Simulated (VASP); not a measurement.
# Ga4O (Im-3m) in VASP: reference runs

Aim: a first look at Ga4O with PBE, on the cell as given.

All numbers are computed with VASP 6.6.1; they aren't measurements. Logs are shortened: lines on timing, memory, paths and dates and some standing lists are left out, and cuts for length are marked.

## (1) Starting point

The structure is cubic, space group Im-3m (No. 229). The conventional cell has a = 5.423 Å, b = 5.423 Å, c = 5.423 Å, α = 90.00°, β = 90.00°, γ = 90.00°. Ga (site symmetry -3m) is surrounded by 2 O at 2.35 Å. Around O (site symmetry m-3m) lie 8 Ga at 2.35 Å.

The cell was built by a generator and needn't be a form met in nature.

## (2) Single point, PBE

INCAR

```
ALGO = Normal
EDIFF = 1E-7
ENCUT = 520
GGA = PE
ISIF = 2
ISMEAR = -1
LASPH = T
LCHARG = F
LREAL = F
LWAVE = F
NBANDS = 37
NELM = 100
PREC = Accurate
SIGMA = 0.05
```

KPOINTS

```
k-points
0
Gamma
  7 7 7
```

POSCAR

```
Ga4O
1.0
   -2.7112981600      2.7112981600      2.7112981600
    2.7112981600     -2.7112981600      2.7112981600
    2.7112981600      2.7112981600     -2.7112981600
Ga O
4 1
Direct
    0.0000000000      0.0000000000      0.5000000000
    0.5000000000      0.0000000000      0.0000000000
    0.5000000000      0.5000000000      0.5000000000
    0.0000000000      0.5000000000      0.0000000000
    0.0000000000      0.0000000000      0.0000000000
```

Potentials or basis: VASP PAW PBE potentials, release 64 (Ga_d, O).

Launch:

```sh
cat potpaw_PBE.64/Ga_d/POTCAR potpaw_PBE.64/O/POTCAR > POTCAR
mpirun -np 1 vasp_std > vasp.out
```

OUTCAR:

```text
EDIFF = 1E-7
   ENCUT = 520
   GGA = PE
   ISIF = 2
   ISMEAR = -1
   LASPH = T
   LREAL = F
   NELM = 100
   PREC = Accurate

 ion  position               nearest neighbor table
   1  0.000  0.000  0.500-   5 2.35   5 2.35   4 2.71   2 2.71   3 2.71   4 2.71   2 2.71   3 2.71

   2  0.500  0.000  0.000-   5 2.35   5 2.35   4 2.71   1 2.71   3 2.71   3 2.71   1 2.71   4 2.71

   3  0.500  0.500  0.500-   5 2.35   5 2.35   4 2.71   1 2.71   2 2.71   4 2.71   1 2.71   2 2.71

   4  0.000  0.500  0.000-   5 2.35   5 2.35   3 2.71   1 2.71   2 2.71   1 2.71   3 2.71   2 2.71

   5  0.000  0.000  0.000-   1 2.35   2 2.35   3 2.35   4 2.35   1 2.35   4 2.35   2 2.35   3 2.35

  LATTYP: Found a body centered cubic cell.
 ALAT       =     5.4225963200

  Lattice vectors:

 A1 = (  -2.7112981600,   2.7112981600,   2.7112981600)
 A2 = (   2.7112981600,  -2.7112981600,   2.7112981600)
 A3 = (   2.7112981600,   2.7112981600,  -2.7112981600)

Analysis of symmetry for initial positions (statically):
=====================================================================
 Subroutine PRICEL returns:
 Original cell was already a primitive cell.

 Routine SETGRP: Setting up the symmetry group for a
 body centered cubic supercell.

 Subroutine GETGRP returns: Found 48 space group operations
 (whereof 48 operations were pure point group operations)
 out of a pool of 48 trial point group operations.

The static configuration has the point symmetry O_h .

Analysis of symmetry for dynamics (positions and initial velocities):
=====================================================================
 Subroutine PRICEL returns:
 Original cell was already a primitive cell.

 Routine SETGRP: Setting up the symmetry group for a
 body centered cubic supercell.

 Subroutine GETGRP returns: Found 48 space group operations
 (whereof 48 operations were pure point group operations)
 out of a pool of 48 trial point group operations.

The dynamic configuration has the point symmetry O_h .

 Subroutine INISYM returns: Found 48 space group operations
 (whereof 48 operations are pure point group operations),
 and found     1 'primitive' translations

----------------------------------------------------------------------------------------

                                     Primitive cell

  volume of cell :      79.7245

  direct lattice vectors                    reciprocal lattice vectors
    -2.711298160  2.711298160  2.711298160     0.000000000  0.184413506  0.184413506
     2.711298160 -2.711298160  2.711298160     0.184413506  0.000000000  0.184413506
     2.711298160  2.711298160 -2.711298160     0.184413506  0.184413506  0.000000000

  length of vectors
     4.696106168  4.696106168  4.696106168     0.260800082  0.260800082  0.260800082

  position of ions in fractional coordinates (direct lattice)
     0.000000000  0.000000000  0.500000000
     0.500000000  0.000000000  0.000000000
     0.500000000  0.500000000  0.500000000
     0.000000000  0.500000000  0.000000000
     0.000000000  0.000000000  0.000000000

  ion indices of the primitive-cell ions
   primitive index   ion index
                 1           1
                 2           2
                 3           3
                 4           4
                 5           5

----------------------------------------------------------------------------------------

 KPOINTS: k-points

Automatic generation of k-mesh.
 Grid dimensions read from file:
 generate k-points for:    7    7    7

 Generating k-lattice:

  Cartesian coordinates                     Fractional coordinates (reciprocal lattice)
     0.000000000  0.026344787  0.026344787     0.142857143  0.000000000  0.000000000
     0.026344787  0.000000000  0.026344787     0.000000000  0.142857143  0.000000000
     0.026344787  0.026344787  0.000000000     0.000000000  0.000000000  0.142857143

  Length of vectors
     0.037257155  0.037257155  0.037257155

  Shift w.r.t. Gamma in fractional coordinates (k-lattice)
     0.000000000  0.000000000  0.000000000

 Subroutine IBZKPT returns following result:
 ===========================================

 Found     20 irreducible k-points:

 Following reciprocal coordinates:
            Coordinates               Weight
  0.000000  0.000000  0.000000      1.000000
  0.142857  0.000000  0.000000     12.000000
  0.285714  0.000000  0.000000     12.000000
  0.428571  0.000000  0.000000     12.000000
  0.142857  0.142857  0.000000     24.000000
  0.285714  0.142857  0.000000     48.000000
[... 12 lines left out ...]
 -0.428571 -0.428571  0.285714      8.000000
 -0.428571  0.428571  0.428571      6.000000
   k-points           NKPTS =     20   k-points in BZ     NKDIM =     20   number of bands    NBANDS=     37
   number of dos      NEDOS =    301   number of ions     NIONS =      5
   total plane-waves  NPLWV =  46656
   dimension x,y,z NGX =    36 NGY =   36 NGZ =   36
   dimension x,y,z NGXF=    72 NGYF=   72 NGZF=   72
   ions per type =               4   1
   NGX,Y,Z   is equivalent  to a cutoff of  12.74, 12.74, 12.74 a.u.
   NGXF,Y,Z  is equivalent  to a cutoff of  25.49, 25.49, 25.49 a.u.
 SYSTEM =  unknown system
   PREC   = accura    normal or accurate (medium, high low for compatibility)
   ISTART =      0    job   : 0-new  1-cont  2-samecut
   ICHARG =      2    charge: 1-file 2-atom 10-const
   ISPIN  =      1    spin polarized calculation?
   LNONCOLLINEAR =      F non collinear calculations
   LSORBIT =      F    spin-orbit coupling
   LASPH  =      T    aspherical Exc in radial PAW
   ENCUT  =  520.0 eV  38.22 Ry    6.18 a.u.   8.73  8.73  8.73*2*pi/ulx,y,z
   NELM   =    100;   NELMIN=  2; NELMDL= -5     # of ELM steps
   EDIFF  = 0.1E-06   stopping-criterion for ELM
   LREAL  =      F    real-space projection
   EDIFFG = 0.1E-05   stopping-criterion for IOM
   NSW    =      0    number of steps for IOM
   IBRION =     -1    ionic relax: 0-MD 1-quasi-New 2-CG
   NFREE  =      0    steps in history (QN), initial steepest desc. (CG)
   ISIF   =      2    stress and relaxation
   ISYM   =      2    0-nonsym 1-usesym 2-fastsym
   POTIM  = 0.5000    time-step for ionic-motion
   TEBEG  =    0.0;   TEEND  =   0.0 temperature during run
   PSTRESS=    0.0 pullay stress
   NELECT =      58.0000    total number of electrons
   NUPDOWN=      -1.0000    fix difference up-down
   EMIN   =  10.00;   EMAX   =-10.00  energy-range for DOS
   EFERMI =   0.00;   METHOD = LEGACY
   ISMEAR =    -1;   SIGMA  =   0.05  broadening in eV -4-tet -1-fermi 0-gaus
   EFERMI_NEDOS =   21; number of points for ismear=-14 and -15
   IALGO  =     38    algorithm
   IMIX   =      4    mixing-type and parameters
     AMIX     =   0.40;   BMIX     =  1.00
     AMIX_MAG =   1.60;   BMIX_MAG =  1.00
  volume/ion in A,a.u.               =      15.94       107.60
  Fermi-wavevector in a.u.,A,eV,Ry     =   1.472381  2.782397 29.496151  2.167906
  Thomas-Fermi vector in A             =   2.587403
   LORBIT       =      0    0 simple, 1 ext, 2 COOP (PROOUT), +10 PAW based schemes
   GGA     = PE    functional components
   LHFCALC =     F    Hartree Fock is set to
   AEXX    =    0.0000 exact exchange contribution
   IVDW    =     0    specifies the selected vdW correction
   LEPSILON=     F    determine dielectric tensor
   LRPA    =     F    only Hartree local field effects (RPA)
 non-spin polarized calculation
  energy-cutoff  :      520.00
  volume of cell :       79.72
 maximum number of plane-waves:      2154
   NGX = 17   NGY = 17   NGZ = 17

 number of electron      58.0000048 magnetization

 Free energy of the ion-electron system (eV)
  ---------------------------------------------------
  ext. energy  EPLUGINS =         0.00000000
  ---------------------------------------------------
  free energy    TOTEN  =       -16.99477659 eV

  energy without entropy =      -16.97623555  energy(sigma->0) =      -16.98550607

 E-fermi :   5.6137     XC(G=0): -11.1910

 val. band max:        5.5870829382   @ k =   0.1429   0.0000   0.0000
 cond. band min:       5.6244052496   @ k =  -0.4286   0.4286   0.1429
 fundamental gap:      0.0373223114
 Fermi energy:         5.6137333910

 k-point     1 :       0.0000    0.0000    0.0000
  band No.  band energies     occupation
      1     -13.5502      2.00000
      2      -9.5318      2.00000
      3      -9.5318      2.00000
      4      -9.3877      2.00000
      5      -9.3877      2.00000
      6      -9.3375      2.00000
[... 29 lines left out ...]
     36       9.6863      0.00000
     37      15.3404      0.00000

 k-point     2 :       0.1429    0.0000    0.0000
  band No.  band energies     occupation
      1     -13.5162      2.00000
      2      -9.5201      2.00000
      3      -9.5049      2.00000
      4      -9.3733      2.00000
      5      -9.3677      2.00000
      6      -9.3460      2.00000
[... 29 lines left out ...]
     36      10.6388      0.00000
     37      14.1183      0.00000

 k-point     3 :       0.2857    0.0000    0.0000
  band No.  band energies     occupation
      1     -13.4369      2.00000
      2      -9.4890      2.00000
      3      -9.4273      2.00000
      4      -9.3714      2.00000
      5      -9.3328      2.00000
      6      -9.3142      2.00000
[... 29 lines left out ...]
     36      12.3271      0.00000
     37      12.8880      0.00000

 k-point     4 :       0.4286    0.0000    0.0000
  band No.  band energies     occupation
      1     -13.3704      2.00000
      2      -9.4488      2.00000
      3      -9.4082      2.00000
      4      -9.3147      2.00000
      5      -9.2965      2.00000
      6      -9.2698      2.00000
[... 29 lines left out ...]
     36      11.5290      0.00000
     37      14.1087      0.00000
[... 523 lines left out ...]
      1     -13.2610      2.00000
      2      -9.4831      2.00000
      3      -9.4453      2.00000
      4      -9.4258      2.00000
      5      -9.3704      2.00000
      6      -9.3403      2.00000
[... 29 lines left out ...]
     36      14.2414      0.00000
     37      14.3386      0.00000

 k-point    19 :      -0.4286   -0.4286    0.2857
  band No.  band energies     occupation
      1     -13.2285      2.00000
      2      -9.4632      2.00000
      3      -9.4632      2.00000
      4      -9.4623      2.00000
      5      -9.3780      2.00000
      6      -9.3780      2.00000
[... 29 lines left out ...]
     36      15.2629      0.00000
     37      15.2629      0.00000

 k-point    20 :      -0.4286    0.4286    0.4286
  band No.  band energies     occupation
      1     -13.1965      2.00000
      2      -9.4900      2.00000
      3      -9.4748      2.00000
      4      -9.4748      2.00000
      5      -9.3913      2.00000
      6      -9.3888      2.00000
[... 29 lines left out ...]
     36      15.5773      0.00000
     37      15.5773      0.00000

------------------------ aborting loop because EDIFF is reached ----------------------------------------

  FORCE on cell =-STRESS in cart. coord.  units (eV):
  Direction    XX          YY          ZZ          XY          YZ          ZX
  --------------------------------------------------------------------------------------
  -------------------------------------------------------------------------------------
  Total        4.1508983      4.1508983      4.1508983     -0.0000000     -0.0000000     -0.0000000
  in kB       83.4182055     83.4182055     83.4182055     -0.0000000     -0.0000000     -0.0000000
  external PRESSURE =      83.4182055 kB  Pullay stress =       0.0000000 kB

 VOLUME and BASIS-vectors are now :
 -----------------------------------------------------------------------------
  energy-cutoff  :      520.00
  volume of cell :       79.72
      direct lattice vectors                 reciprocal lattice vectors
    -2.711298160  2.711298160  2.711298160     0.000000000  0.184413506  0.184413506
     2.711298160 -2.711298160  2.711298160     0.184413506  0.000000000  0.184413506
     2.711298160  2.711298160 -2.711298160     0.184413506  0.184413506  0.000000000

 POSITION                                       TOTAL-FORCE (eV/Angst)
 -----------------------------------------------------------------------------------
      1.35565      1.35565     -1.35565        -0.000000      0.000000     -0.000000
     -1.35565      1.35565      1.35565        -0.000000     -0.000000     -0.000000
      1.35565      1.35565      1.35565         0.000000     -0.000000      0.000000
      1.35565     -1.35565      1.35565         0.000000     -0.000000      0.000000
      0.00000      0.00000      0.00000         0.000000      0.000000      0.000000
 -----------------------------------------------------------------------------------
    total drift:                               -0.000000     -0.000000      0.000000

  FREE ENERGIE OF THE ION-ELECTRON SYSTEM (eV)
  ---------------------------------------------------
  free  energy   TOTEN  =       -16.9947765894 eV

  energy  without entropy=      -16.9762355517  energy(sigma->0) =      -16.98550607
```

Run time: 44 s. Hardware: 1 thread of AMD EPYC 9R45 (Zen 5), shared host; peak memory 0.19 GiB.

Results:

| Quantity | Value |
| --- | --- |
| Free energy | -16.9948 eV |
| Pressure | 8.3 GPa |
| Band gap on the k mesh | none (metal or under the smearing width) |
